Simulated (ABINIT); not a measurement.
# GaAs (F-43m) in ABINIT: band structure with TB-mBJ

Aim: the band structure of GaAs with TB-mBJ.

Program: ABINIT 10.8.3 (patched build). These are calculated values, not measurements. Logs are shortened: lines on timing, memory, paths and dates and some standing lists are left out, and cuts for length are marked. The log counts tension as positive stress, the text compression.

### 1 The crystal as given

Symmetry: F-43m, No. 216, cubic system. Conventional cell: a = 5.654 Å, b = 5.654 Å, c = 5.654 Å, α = 90.00°, β = 90.00°, γ = 90.00°. As (site symmetry -43m) has 4 Ga at 2.45 Å as nearest neighbours. Ga (site symmetry -43m) has 4 As at 2.45 Å as nearest neighbours.

### 2 Band structure, TB-mBJ

run.abi

```
ndtset 2

pp_dirpath "./"
pseudos "As.hgh, Ga.hgh"

acell 7.55468967 7.55468967 7.55468967
rprim
     0.0000000000     0.7071067812     0.7071067812
     0.7071067812     0.0000000000     0.7071067812
     0.7071067812     0.7071067812     0.0000000000
ntypat 2
znucl 33 31
natom 2
typat 1 2
xred
     0.7500000000     0.7500000000     0.7500000000
     0.0000000000     0.0000000000     0.0000000000

ecut 598.650497 eV

ixc -208012
usekden 1

occopt 3
tsmear 0.05 eV

nstep 100
diemix 0.3
optforces 0
optstress 0

iomode 3
prtwf 0
prteig 0
prtebands 0
prtden1 1
prtkden1 1
prtvha1 1
prtvclmb1 1
prtpot1 1
prtelf1 1

kptopt1 1
ngkpt1 8 8 8
nshiftk1 1
shiftk1 0.0 0.0 0.0
nband1 8
tolvrs1 1.0e-9

iscf2 -2
getden2 1
getkden2 1
nband2 14
nbdbuf2 4
tolwfr2 1.0e-11
kptopt2 -9
ndivsm2 8
prteig2 1
prtvol2 -3
kptbounds2
     0.0000000000     0.0000000000     0.0000000000
     0.5000000000     0.0000000000     0.5000000000
     0.5000000000     0.2500000000     0.7500000000
     0.3750000000     0.3750000000     0.7500000000
     0.0000000000     0.0000000000     0.0000000000
     0.5000000000     0.5000000000     0.5000000000
     0.6250000000     0.2500000000     0.6250000000
     0.5000000000     0.2500000000     0.7500000000
     0.5000000000     0.5000000000     0.5000000000
     0.3750000000     0.3750000000     0.7500000000
```

Potentials or basis: HGH LDA.

Command:

```bash
abinit run.abi > log 2>&1
```

run.abo:

```text
.Version 10.8.3 of ABINIT
 DATASET    1 : space group F-4 3 m (#216); Bravais cF (face-center cubic)
================================================================================
 Values of the parameters that define the memory need for DATASET  1.
     intxc =       0    ionmov =       0      iscf =       7    lmnmax =       6
     lnmax =       6     mgfft =      32  mpssoang =       3    mqgrid =    3001
     natom =       2  nloc_mem =       1    nspden =       1   nspinor =       1
    nsppol =       1      nsym =      24    n1xccc =       0    ntypat =       2
    occopt =       3   xclevel =       2
       mpw =        1514          nfft =       32768          nkpt =          29
================================================================================
================================================================================

 DATASET    2 : space group F-4 3 m (#216); Bravais cF (face-center cubic)
================================================================================
 Values of the parameters that define the memory need for DATASET  2.
     intxc =       0    ionmov =       0      iscf =      -2    lmnmax =       6
     lnmax =       6     mgfft =      32  mpssoang =       3    mqgrid =    3001
     natom =       2  nloc_mem =       1    nspden =       1   nspinor =       1
    nsppol =       1      nsym =      24    n1xccc =       0    ntypat =       2
    occopt =       3   xclevel =       2
       mpw =        1524          nfft =       32768          nkpt =         139
================================================================================
================================================================================

--------------------------------------------------------------------------------
------------- Echo of variables that govern the present computation ------------
--------------------------------------------------------------------------------
 -outvars: echo values of preprocessed input variables --------
            acell      7.5546896700E+00  7.5546896700E+00  7.5546896700E+00 Bohr
              amu      7.49215900E+01  6.97230000E+01
           diemix      3.00000000E-01
             ecut      2.20000000E+01 Hartree
           getden1          0
           getden2          1
          getkden1          0
          getkden2          1
             iscf1          7
             iscf2         -2
              ixc     -208012
           jdtset        1    2
           kptopt1          1
           kptopt2         -9
         kptrlatt        8    0    0      0    8    0      0    0    8
          kptrlen1     6.04375174E+01
          kptrlen2     3.00000000E+01
            natom           2
            nband1          8
            nband2         14
           nbdbuf1          0
           nbdbuf2          4
           ndtset           2
           ndivsm1          0
           ndivsm2          8
            ngfft          32      32      32
             nkpt1         29
             nkpt2        139
            nstep         100
             nsym          24
           ntypat           2
           occopt           3
        optforces           0
        optstress           0
        prtebands           0
           prteig1          0
           prteig2          1
           prtelf1          1
           prtelf2          0
          prtkden           1
           prtpot1          1
           prtpot2          0
         prtvclmb1          1
         prtvclmb2          0
           prtvha1          1
           prtvha2          0
           prtvol1          0
           prtvol2         -3
            prtwf           0
            rprim      0.0000000000E+00  7.0710678120E-01  7.0710678120E-01
                       7.0710678120E-01  0.0000000000E+00  7.0710678120E-01
                       7.0710678120E-01  7.0710678120E-01  0.0000000000E+00
           shiftk1     0.00000000E+00  0.00000000E+00  0.00000000E+00
           shiftk2     5.00000000E-01  5.00000000E-01  5.00000000E-01
          spgroup         216
           tolvrs1     1.00000000E-09
           tolvrs2     0.00000000E+00
           tolwfr1     0.00000000E+00
           tolwfr2     1.00000000E-11
           tsmear      1.83746611E-03 Hartree
            typat      1  2
          usekden           1
[... 181 lines left out ...]

 mkfilename : getden/=0, take file _DEN from output of DATASET   1.

 mkfilename : getkden/=0, take file _KDEN from output of DATASET   1.

 Real(R)+Recip(G) space primitive vectors, cartesian coordinates (Bohr,Bohr^-1):
 R(1)=  0.0000000  5.3419723  5.3419723  G(1)= -0.0935984  0.0935984  0.0935984
 R(2)=  5.3419723  0.0000000  5.3419723  G(2)=  0.0935984 -0.0935984  0.0935984
 R(3)=  5.3419723  5.3419723  0.0000000  G(3)=  0.0935984  0.0935984 -0.0935984
 Unit cell volume ucvol=  3.0488418E+02 bohr^3
 Angles (23,13,12)=  6.00000000E+01  6.00000000E+01  6.00000000E+01 degrees

 getcut: wavevector=  0.0000  0.0000  0.0000  ngfft=  32  32  32
         ecut(hartree)=     22.000   => boxcut(ratio)=   2.00612
--------------------------------------------------------------------------------

================================================================================
 Non-SCF case, kpt    1 (  0.00000  0.00000  0.00000), residuals and eigenvalues=
  6.92E-12  6.62E-12  1.88E-12  6.92E-12  6.73E-12  6.14E-12  6.97E-12  4.40E-13
  2.44E-12  2.41E-12  8.13E-12  4.42E-12  3.01E-12  2.64E-11
 -3.4938E-01  1.0470E-01  1.0470E-01  1.0470E-01  1.6091E-01  2.6307E-01
  2.6307E-01  2.6307E-01  4.2181E-01  4.8689E-01  4.8689E-01  5.6315E-01
  5.6315E-01  5.6315E-01
 Non-SCF case, kpt    2 (  0.02174  0.00000  0.02174), residuals and eigenvalues=
  8.43E-12  2.86E-12  2.16E-12  8.47E-13  1.64E-12  6.37E-12  2.98E-12  4.04E-12
  3.28E-12  2.44E-12  3.18E-12  7.78E-11  2.56E-10  9.32E-11
 -3.4914E-01  1.0096E-01  1.0390E-01  1.0390E-01  1.6462E-01  2.6216E-01
  2.6423E-01  2.6423E-01  4.2336E-01  4.8290E-01  4.8718E-01  5.6373E-01
  5.6373E-01  5.6615E-01
 Non-SCF case, kpt    3 (  0.04348  0.00000  0.04348), residuals and eigenvalues=
  3.64E-12  3.57E-13  4.04E-12  6.73E-12  1.06E-12  7.16E-13  8.46E-12  2.16E-12
[... 806 lines left out ...]
  3.9564E-01  4.0520E-01  4.4575E-01  4.9765E-01  6.5178E-01  6.7787E-01
  7.2171E-01  7.5004E-01
 Non-SCF case, kpt  138 (  0.38393  0.38393  0.73214), residuals and eigenvalues=
  2.75E-12  4.91E-13  8.56E-12  2.29E-12  8.55E-12  2.43E-12  9.25E-12  4.68E-12
  8.71E-12  3.06E-12  1.25E-08  3.11E-07  2.89E-05  4.17E-05
 -2.6856E-01 -1.2245E-01 -2.6390E-02  3.0808E-02  2.0541E-01  3.1045E-01
  4.1194E-01  4.1660E-01  4.4122E-01  4.9925E-01  6.5928E-01  6.9465E-01
  7.2753E-01  7.3884E-01
 Non-SCF case, kpt  139 (  0.37500  0.37500  0.75000), residuals and eigenvalues=
  1.61E-12  4.71E-13  8.43E-12  8.42E-13  8.88E-12  4.83E-12  3.19E-12  1.36E-12
  2.91E-12  1.79E-12  2.43E-08  5.48E-06  1.02E-05  2.86E-05
 -2.6751E-01 -1.2371E-01 -2.5207E-02  2.8626E-02  2.0317E-01  2.9868E-01
  4.2425E-01  4.2553E-01  4.4257E-01  5.0443E-01  6.5795E-01  7.0978E-01
  7.2503E-01  7.3460E-01

Result for kinetic energy density :

--------------------------------------------------------------------------------
 Total kinetic energy density [Ha/Bohr^3]
)     Maximum=    9.3119E-02  at reduced coord.    0.7813    0.7813    0.8125
)     Minimum=    9.8679E-04  at reduced coord.    0.2500    0.2500    0.2500
   Integrated=    3.2639E+00
--------------------------------------------------------------------------------

--- !ResultsGS
iteration_state: {dtset: 2, }
comment   : Summary of ground state results
lattice_vectors:
- [  0.0000000,   5.3419723,   5.3419723, ]
- [  5.3419723,   0.0000000,   5.3419723, ]
- [  5.3419723,   5.3419723,   0.0000000, ]
lattice_lengths: [   7.55469,    7.55469,    7.55469, ]
lattice_angles: [ 60.000,  60.000,  60.000, ] # degrees, (23, 13, 12)
lattice_volume:   3.0488418E+02
convergence: {deltae:  0.000E+00, res2:  0.000E+00, residm:  9.986E-12, diffor:  0.000E+00, }
etotal    :  -6.61502483E+00
entropy   :   0.00000000E+00
fermie    :   1.33892767E-01
cartesian_stress_tensor: null
pressure_GPa: null
xred      :
- [  7.5000E-01,   7.5000E-01,   7.5000E-01, As]
- [  0.0000E+00,   0.0000E+00,   0.0000E+00, Ga]
cartesian_forces: null
force_length_stats: {min: null, max: null, mean: null, }
...

 Integrated electronic density in atomic spheres:
 ------------------------------------------------
 Atom  Sphere_radius  Integrated_density
    1        2.00000          2.43536783
    2        2.00000          1.00741615
================================================================================

 ----iterations are completed or convergence reached----

 Mean square residual over all n,k,spin=   40.825E-13; max=  99.863E-13
 reduced coordinates (array xred) for    2 atoms
       0.750000000000      0.750000000000      0.750000000000
       0.000000000000      0.000000000000      0.000000000000

 cartesian coordinates (angstrom) at end:
    1      4.24027499721878     4.24027499721878     4.24027499721878
    2      0.00000000000000     0.00000000000000     0.00000000000000
 length scales=  7.554689670000  7.554689670000  7.554689670000 bohr
              =  3.997769606096  3.997769606096  3.997769606096 angstroms
 Eigenvalues (hartree) for nkpt= 139  k points:
 kpt#   1, nband= 14, wtk=  1.00000, kpt=  0.0000  0.0000  0.0000 (reduced coord)
  -0.34938    0.10470    0.10470    0.10470    0.16091    0.26307    0.26307    0.26307
   0.42181    0.48689    0.48689    0.56315    0.56315    0.56315
 kpt#   2, nband= 14, wtk=  1.00000, kpt=  0.0217  0.0000  0.0217 (reduced coord)
  -0.34914    0.10096    0.10390    0.10390    0.16462    0.26216    0.26423    0.26423
   0.42336    0.48290    0.48718    0.56373    0.56373    0.56615
 kpt#   3, nband= 14, wtk=  1.00000, kpt=  0.0435  0.0000  0.0435 (reduced coord)
  -0.34840    0.09178    0.10159    0.10159    0.17372    0.25956    0.26763    0.26763
   0.42788    0.47277    0.48807    0.56547    0.56547    0.57342
 kpt#   4, nband= 14, wtk=  1.00000, kpt=  0.0652  0.0000  0.0652 (reduced coord)
  -0.34718    0.07999    0.09797    0.09797    0.18525    0.25559    0.27308    0.27308
   0.43494    0.45966    0.48954    0.56836    0.56836    0.58219
 kpt#   5, nband= 14, wtk=  1.00000, kpt=  0.0870  0.0000  0.0870 (reduced coord)
  -0.34548    0.06708    0.09331    0.09331    0.19752    0.25071    0.28028    0.28028
   0.44133    0.44849    0.49160    0.57242    0.57242    0.59102
 kpt#   6, nband= 14, wtk=  1.00000, kpt=  0.1087  0.0000  0.1087 (reduced coord)
  -0.34330    0.05368    0.08789    0.08789    0.20944    0.24555    0.28896    0.28896
[... 386 lines left out ...]
  -0.27480   -0.11878   -0.01904    0.03952    0.21401    0.33117    0.37749    0.37901
   0.45775    0.50161    0.61278    0.66049    0.70212    0.77633
 kpt# 136, nband= 14, wtk=  1.00000, kpt=  0.4018  0.4018  0.6964 (reduced coord)
  -0.27238   -0.11966   -0.02346    0.03631    0.21101    0.33024    0.38223    0.39237
   0.45150    0.49870    0.63404    0.66811    0.71268    0.76191
 kpt# 137, nband= 14, wtk=  1.00000, kpt=  0.3929  0.3929  0.7143 (reduced coord)
  -0.27024   -0.12098   -0.02588    0.03338    0.20807    0.32167    0.39564    0.40520
   0.44575    0.49765    0.65178    0.67787    0.72171    0.75004
 kpt# 138, nband= 14, wtk=  1.00000, kpt=  0.3839  0.3839  0.7321 (reduced coord)
  -0.26856   -0.12245   -0.02639    0.03081    0.20541    0.31045    0.41194    0.41660
   0.44122    0.49925    0.65928    0.69465    0.72753    0.73884
 kpt# 139, nband= 14, wtk=  1.00000, kpt=  0.3750  0.3750  0.7500 (reduced coord)
  -0.26751   -0.12371   -0.02521    0.02863    0.20317    0.29868    0.42425    0.42553
   0.44257    0.50443    0.65795    0.70978    0.72503    0.73460

== END DATASET(S) ==============================================================
================================================================================

 -outvars: echo values of variables after computation  --------
            acell      7.5546896700E+00  7.5546896700E+00  7.5546896700E+00 Bohr
           etotal1    -6.6150248307E+00
            fcart1     9.9999999999E+99  9.9999999999E+99  9.9999999999E+99
                       9.9999999999E+99  9.9999999999E+99  9.9999999999E+99
            rprim      0.0000000000E+00  7.0710678120E-01  7.0710678120E-01
                       7.0710678120E-01  0.0000000000E+00  7.0710678120E-01
                       7.0710678120E-01  7.0710678120E-01  0.0000000000E+00
           strten1     9.9999999999E+99  9.9999999999E+99  9.9999999999E+99
                       9.9999999999E+99  9.9999999999E+99  9.9999999999E+99
           xangst      4.2402749972E+00  4.2402749972E+00  4.2402749972E+00
                       0.0000000000E+00  0.0000000000E+00  0.0000000000E+00
             xred      7.5000000000E-01  7.5000000000E-01  7.5000000000E-01
                       0.0000000000E+00  0.0000000000E+00  0.0000000000E+00
 Calculation completed.
```

It took 3.4 min on 1 thread of AMD EPYC 7R43 (Zen 3), shared host; peak memory 0.1 GiB.

What came out:

```
Band gap on the k mesh                                : 1.53 eV, direct
Band gap along the path                               : 1.53 eV, direct
Valence electrons inside the program's atomic spheres : As 2.44; Ga 1.01
```

Levels at the corners of the path, in eV from the valence-band top:
| point | band 2 | band 3 | band 4 | band 5 | band 6 | band 7 |
| --- | --- | --- | --- | --- | --- | --- |
| Γ | 0.00 | 0.00 | 0.00 | 1.53 | 4.31 | 4.31 |
| X | -6.41 | -2.46 | -2.46 | 2.20 | 2.35 | 10.96 |
| W | -6.21 | -3.25 | -3.03 | 5.28 | 5.30 | 6.17 |
| K | -6.22 | -3.53 | -2.07 | 2.68 | 5.28 | 8.70 |
| Γ | 0.00 | 0.00 | 0.00 | 1.53 | 4.31 | 4.31 |
| L | -6.22 | -1.04 | -1.04 | 1.82 | 5.22 | 5.22 |
| U | -6.22 | -3.53 | -2.07 | 2.68 | 5.28 | 8.70 |
| W | -6.21 | -3.25 | -3.03 | 5.28 | 5.30 | 6.17 |
| L | -6.22 | -1.04 | -1.04 | 1.82 | 5.22 | 5.22 |
| K | -6.22 | -3.53 | -2.07 | 2.68 | 5.28 | 8.70 |

Caveat: the constant c of TB-mBJ comes from the pseudo density here, which moves gaps by up to 0.3 eV between sets of potentials; the potentials were made for another functional, which shifts forces and pressure; HGH potentials are hard and often keep d shells in the core, so these values are rough.
